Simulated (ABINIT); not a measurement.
# Si2W (I4/mmm) in ABINIT: single point with PBE

Aim: the single point of Si2W with PBE.

All numbers are computed with ABINIT 10.8.3 (patched build); they aren't measurements. Logs are shortened: lines on timing, memory, paths and dates and some standing lists are left out, and cuts for length are marked. The log counts tension as positive stress, the text compression.

**1. The crystal as given**

It takes space group I4/mmm (No. 139, tetragonal). Conventional cell: a = 3.214 Å, b = 3.214 Å, c = 7.830 Å, α = 90.00°, β = 90.00°, γ = 90.00°. Around W (site symmetry 4/mmm) lie 10 Si at 2.62 Å. Si (site symmetry 4mm) is surrounded by 5 Si at 2.59 to 2.63 Å and 5 W at 2.62 Å.

**2. Single point, PBE**

The input, run.abi:

```
# Pseudopotentials
pp_dirpath "./"
pseudos "W.upf, Si.upf"

# Structure
acell 3*1.0
rprim
    -3.0366009097     3.0366009097     7.3981832916
     3.0366009097    -3.0366009097     7.3981832916
     3.0366009097     3.0366009097    -7.3981832916
ntypat 2
znucl 74 14
natom 3
typat 1 2 2
xred
     0.0000000000     0.0000000000     0.0000000000
     0.6653000000     0.6653000000     0.0000000000
     0.3347000000     0.3347000000     0.0000000000

# Plane-wave basis
ecut 30.0

# k points
kptopt 1
ngkpt 9 9 9
nshiftk 1
shiftk 0.0 0.0 0.0

# Exchange and correlation
ixc 11

# Bands and occupations
nband 15
occopt 3
tsmear 0.00183747

# SCF cycle
nstep 100
tolvrs 1.0e-10

# Output
iomode 3
prtwf 0
prtden 0
prteig 0
prtebands 0
```

Potentials or basis: PseudoDojo NC SR PBE v0.4.1 standard.

The run is started by

```
$ abinit run.abi > log 2>&1
```

run.abo:

```text
.Version 10.8.3 of ABINIT
 Symmetries : space group I4/m m m (#139); Bravais tI (body-center tetrag.)
================================================================================
 Values of the parameters that define the memory need of the present run
     intxc =       0    ionmov =       0      iscf =       7    lmnmax =       8
     lnmax =       8     mgfft =      45  mpssoang =       4    mqgrid =    3001
     natom =       3  nloc_mem =       1    nspden =       1   nspinor =       1
    nsppol =       1      nsym =      16    n1xccc =    2501    ntypat =       2
    occopt =       3   xclevel =       2
       mpw =        2169          nfft =       91125          nkpt =          75
================================================================================
================================================================================

--------------------------------------------------------------------------------
------------- Echo of variables that govern the present computation ------------
--------------------------------------------------------------------------------
 -outvars: echo values of preprocessed input variables --------
            acell      1.0000000000E+00  1.0000000000E+00  1.0000000000E+00 Bohr
              amu      1.83850000E+02  2.80855000E+01
             ecut      3.00000000E+01 Hartree
                       outvar_i_n : Printing only first  50 k-points.
              ixc          11
                       outvar_i_n : Printing only first  50 k-points.
         kptrlatt        9    0    0      0    9    0      0    0    9
          kptrlen      5.46588164E+01
            natom           3
            nband          15
            ngfft          45      45      45
             nkpt          75
            nstep         100
             nsym          16
           ntypat           2
                       prtocc : prtvol=0, do not print more k-points.
           occopt           3
           prtden           0
        prtebands           0
           prteig           0
            prtwf           0
            rprim     -3.0366009097E+00  3.0366009097E+00  7.3981832916E+00
                       3.0366009097E+00 -3.0366009097E+00  7.3981832916E+00
                       3.0366009097E+00  3.0366009097E+00 -7.3981832916E+00
          spgroup         139
           tolvrs      1.00000000E-10
           tsmear      1.83747000E-03 Hartree
            typat      1  2  2
                       outvars : Printing only first  50 k-points.
           xangst      0.0000000000E+00  0.0000000000E+00  0.0000000000E+00
                      -5.9880099207E-17  1.3157816673E-16  5.2092324665E+00
                       2.8863884685E-17  7.2060735279E-18  2.6206675282E+00
            xcart      0.0000000000E+00  0.0000000000E+00  0.0000000000E+00
                      -1.1315698789E-16  2.4864669927E-16  9.8440226878E+00
                       5.4544836985E-17  1.3617505411E-17  4.9523438954E+00
             xred      0.0000000000E+00  0.0000000000E+00  0.0000000000E+00
                       6.6530000000E-01  6.6530000000E-01  2.2309436670E-17
                       3.3470000000E-01  3.3470000000E-01  1.1223460775E-17
            znucl       74.00000   14.00000

================================================================================

 chkinp: Checking input parameters for consistency.

================================================================================
== DATASET  1 ==================================================================

--- !DatasetInfo
iteration_state: {dtset: 1, }
dimensions: {natom: 3, nkpt: 75, mband: 15, nsppol: 1, nspinor: 1, nspden: 1, mpw: 2169, }
cutoff_energies: {ecut:  30.0, pawecutdg:  -1.0, }
electrons: {nelect:   2.20000000E+01, charge:   0.00000000E+00, occopt:   3.00000000E+00, tsmear:   1.83747000E-03, }
meta: {optdriver: 0, ionmov: 0, optcell: 0, iscf: 7, paral_kgb: 0, }
...

 Exchange-correlation functional for the present dataset will be:
  GGA: Perdew-Burke-Ernzerhof functional - ixc=11
  J.P.Perdew, K.Burke, M.Ernzerhof, PRL 77, 3865 (1996)

 Real(R)+Recip(G) space primitive vectors, cartesian coordinates (Bohr,Bohr^-1):
 R(1)= -3.0366009  3.0366009  7.3981833  G(1)=  0.0000000  0.1646578  0.0675842
 R(2)=  3.0366009 -3.0366009  7.3981833  G(2)=  0.1646578  0.0000000  0.0675842
 R(3)=  3.0366009  3.0366009 -7.3981833  G(3)=  0.1646578  0.1646578  0.0000000
 Unit cell volume ucvol=  2.7287297E+02 bohr^3
 Angles (23,13,12)=  1.38415317E+02  1.38415317E+02  6.02675125E+01 degrees

 getcut: wavevector=  0.0000  0.0000  0.0000  ngfft=  45  45  45
         ecut(hartree)=     30.000   => boxcut(ratio)=   2.08831

--- Pseudopotential description ------------------------------------------------
- pspini: atom type   1  psp file is ./W.upf
12 -101130 3 -1 1396                          pspcod,pspxc,lmax,lloc,mmax
     nproj     2     2     2     2

- pspini: atom type   2  psp file is ./Si.upf
12 -101130 2 -1 1510                          pspcod,pspxc,lmax,lloc,mmax
     nproj     2     2     2     0

   6.68664179E+02                                ecore*ucvol(ha*bohr**3)
--------------------------------------------------------------------------------

================================================================================

--- !BeginCycle
iteration_state: {dtset: 1, }
solver: {iscf: 7, nstep: 100, nline: 4, wfoptalg: 0, }
tolerances: {tolvrs: 1.00E-10, }
...

     iter   Etot(hartree)      deltaE(h)  residm     vres2
 ETOT  1  -84.316343102769    -8.432E+01 7.155E-02 2.751E+01
 ETOT  2  -84.346750999296    -3.041E-02 1.930E-02 5.550E+01
 ETOT  3  -84.352221812751    -5.471E-03 9.911E-03 1.411E-01
 ETOT  4  -84.352237625356    -1.581E-05 3.246E-03 4.077E-03
 ETOT  5  -84.352238088438    -4.631E-07 6.241E-03 1.949E-04
 ETOT  6  -84.352238107033    -1.859E-08 1.951E-03 1.791E-06
 ETOT  7  -84.352238107271    -2.386E-10 2.396E-03 4.095E-08
 ETOT  8  -84.352238107271     5.826E-13 7.643E-04 1.536E-09
 ETOT  9  -84.352238107273    -1.947E-12 1.191E-03 3.217E-11

 At SCF step    9       vres2   =  3.22E-11 < tolvrs=  1.00E-10 =>converged.

 Cartesian components of stress tensor (hartree/bohr^3)
  sigma(1 1)= -1.06856286E-04  sigma(3 2)=  0.00000000E+00
  sigma(2 2)= -1.06856286E-04  sigma(3 1)=  0.00000000E+00
  sigma(3 3)= -1.13251709E-04  sigma(2 1)=  0.00000000E+00

--- !ResultsGS
iteration_state: {dtset: 1, }
comment   : Summary of ground state results
lattice_vectors:
- [ -3.0366009,   3.0366009,   7.3981833, ]
- [  3.0366009,  -3.0366009,   7.3981833, ]
- [  3.0366009,   3.0366009,  -7.3981833, ]
lattice_lengths: [   8.55424,    8.55424,    8.55424, ]
lattice_angles: [138.415, 138.415,  60.268, ] # degrees, (23, 13, 12)
lattice_volume:   2.7287297E+02
convergence: {deltae: -1.947E-12, res2:  3.217E-11, residm:  1.191E-03, diffor: null, }
etotal    :  -8.43522381E+01
entropy   :   0.00000000E+00
fermie    :   5.00611156E-01
cartesian_stress_tensor: # hartree/bohr^3
- [ -1.06856286E-04,   0.00000000E+00,   0.00000000E+00, ]
- [  0.00000000E+00,  -1.06856286E-04,   0.00000000E+00, ]
- [  0.00000000E+00,   0.00000000E+00,  -1.13251709E-04, ]
pressure_GPa:   3.2065E+00
xred      :
- [  0.0000E+00,   0.0000E+00,   0.0000E+00,  W]
- [  6.6530E-01,   6.6530E-01,   2.2309E-17, Si]
- [  3.3470E-01,   3.3470E-01,   1.1223E-17, Si]
cartesian_forces: # hartree/bohr
- [  4.76059561E-20,   1.19886101E-19,  -0.00000000E+00, ]
- [ -3.09956802E-20,   4.12844646E-20,   8.65510162E-04, ]
- [ -1.66102759E-20,  -1.61170566E-19,  -8.65510162E-04, ]
force_length_stats: {min:   1.28992264E-19, max:   8.65510162E-04, mean:   5.77006775E-04, }
...

 Integrated electronic density in atomic spheres:
 ------------------------------------------------
 Atom  Sphere_radius  Integrated_density
    1        2.00000         10.25336439
    2        2.00000          1.79418371
    3        2.00000          1.79418371
================================================================================

 ----iterations are completed or convergence reached----

 Mean square residual over all n,k,spin=   44.050E-07; max=  11.910E-04
 reduced coordinates (array xred) for    3 atoms
       0.000000000000      0.000000000000      0.000000000000
       0.665300000000      0.665300000000      0.000000000000
       0.334700000000      0.334700000000      0.000000000000
 rms dE/dt=  5.2282E-03; max dE/dt=  6.4032E-03; dE/dt below (all hartree)
    1       0.000000000000      0.000000000000      0.000000000000
    2      -0.006403202820     -0.006403202820      0.006403202820
    3       0.006403202820      0.006403202820     -0.006403202820

 cartesian coordinates (angstrom) at end:
    1      0.00000000000000     0.00000000000000     0.00000000000000
    2     -0.00000000000000     0.00000000000000     5.20923246646342
    3      0.00000000000000     0.00000000000000     2.62066752822081

 cartesian forces (hartree/bohr) at end:
    1      0.00000000000000     0.00000000000000    -0.00000000000000
    2     -0.00000000000000     0.00000000000000     0.00086551016209
    3     -0.00000000000000    -0.00000000000000    -0.00086551016209
 frms,max,avg= 4.0800540E-04 8.6551016E-04   0.000E+00  0.000E+00  0.000E+00 h/b

 cartesian forces (eV/Angstrom) at end:
    1      0.00000000000000     0.00000000000000    -0.00000000000000
    2     -0.00000000000000     0.00000000000000     0.04450632198643
    3     -0.00000000000000    -0.00000000000000    -0.04450632198643
 frms,max,avg= 2.0980481E-02 4.4506322E-02   0.000E+00  0.000E+00  0.000E+00 e/A
 length scales=  1.000000000000  1.000000000000  1.000000000000 bohr
              =  0.529177210544  0.529177210544  0.529177210544 angstroms
 Fermi (or HOMO) energy (hartree) =   0.50061   Average Vxc (hartree)=  -0.46222
 Eigenvalues (hartree) for nkpt=  75  k points:
 kpt#   1, nband= 15, wtk=  0.00137, kpt=  0.0000  0.0000  0.0000 (reduced coord)
  -2.21149   -0.89802   -0.89695   -0.89695   -0.01427    0.25131    0.36578    0.38141
   0.39874    0.39874    0.52594    0.60397    0.61136    0.61607    0.61607
      occupation numbers for kpt#   1
   2.00000    2.00000    2.00000    2.00000    2.00000    2.00000    2.00000    2.00000
   2.00000    2.00000    0.00000    0.00000    0.00000    0.00000    0.00000
 prteigrs : prtvol=0 or 1, do not print more k-points.

--- !EnergyTerms
iteration_state     : {dtset: 1, }
comment             : Components of total free energy in Hartree
kinetic             :  2.37881957204422E+01
hartree             :  1.37760065833095E+01
xc                  : -1.98552375785354E+01
Ewald energy        : -6.26385811287976E+01
psp_core            :  2.45045958617240E+00
local_psp           : -5.55130183793949E+01
non_local_psp       :  1.36400413506262E+01
internal            : -8.43521338461776E+01
'-kT*entropy'       : -1.04261095081991E-04
total_energy        : -8.43522381072727E+01
total_energy_eV     : -2.29534133184996E+03
band_energy         : -5.43376391572461E+00
...

 Cartesian components of stress tensor (hartree/bohr^3)
  sigma(1 1)= -1.06856286E-04  sigma(3 2)=  0.00000000E+00
  sigma(2 2)= -1.06856286E-04  sigma(3 1)=  0.00000000E+00
  sigma(3 3)= -1.13251709E-04  sigma(2 1)=  0.00000000E+00

-Cartesian components of stress tensor (GPa)         [Pressure=  3.2065E+00 GPa]
- sigma(1 1)= -3.14382048E+00  sigma(3 2)=  0.00000000E+00
- sigma(2 2)= -3.14382048E+00  sigma(3 1)=  0.00000000E+00
- sigma(3 3)= -3.33198031E+00  sigma(2 1)=  0.00000000E+00

== END DATASET(S) ==============================================================
================================================================================

 -outvars: echo values of variables after computation  --------
            acell      1.0000000000E+00  1.0000000000E+00  1.0000000000E+00 Bohr
           etotal     -8.4352238107E+01
            fcart      4.7605956121E-20  1.1988610095E-19 -0.0000000000E+00
                      -3.0995680189E-20  4.1284464643E-20  8.6551016209E-04
                      -1.6610275932E-20 -1.6117056560E-19 -8.6551016209E-04
            rprim     -3.0366009097E+00  3.0366009097E+00  7.3981832916E+00
                       3.0366009097E+00 -3.0366009097E+00  7.3981832916E+00
                       3.0366009097E+00  3.0366009097E+00 -7.3981832916E+00
           strten     -1.0685628623E-04 -1.0685628623E-04 -1.1325170885E-04
                       0.0000000000E+00  0.0000000000E+00  0.0000000000E+00
           xangst      0.0000000000E+00  0.0000000000E+00  0.0000000000E+00
                      -5.9880099207E-17  1.3157816673E-16  5.2092324665E+00
                       2.8863884685E-17  7.2060735279E-18  2.6206675282E+00
             xred      0.0000000000E+00  0.0000000000E+00  0.0000000000E+00
                       6.6530000000E-01  6.6530000000E-01  2.2309436670E-17
                       3.3470000000E-01  3.3470000000E-01  1.1223460775E-17
 Calculation completed.
```

Run time: 2.6 min. Hardware: 1 thread of Intel Xeon Platinum 8259CL at 2.50GHz (Skylake/Cascade Lake), shared host; peak memory 0.11 GiB.

What came out:

```
Free energy                                           : -2295.3413 eV
Pressure                                              : 3.2 GPa
Largest force                                         : 0.045 eV/Å
Band gap on the k mesh                                : none (metal or under the smearing width)
Valence electrons inside the program's atomic spheres : W 10.25; Si 1.79
```

Forces in eV/Å, atoms in the order of the input:
```
W    0.000  0.000  0.000
Si   0.000  0.000  0.045
Si   0.000  0.000 -0.045
```

The run has no spin-orbit coupling, so splittings on W are missing.
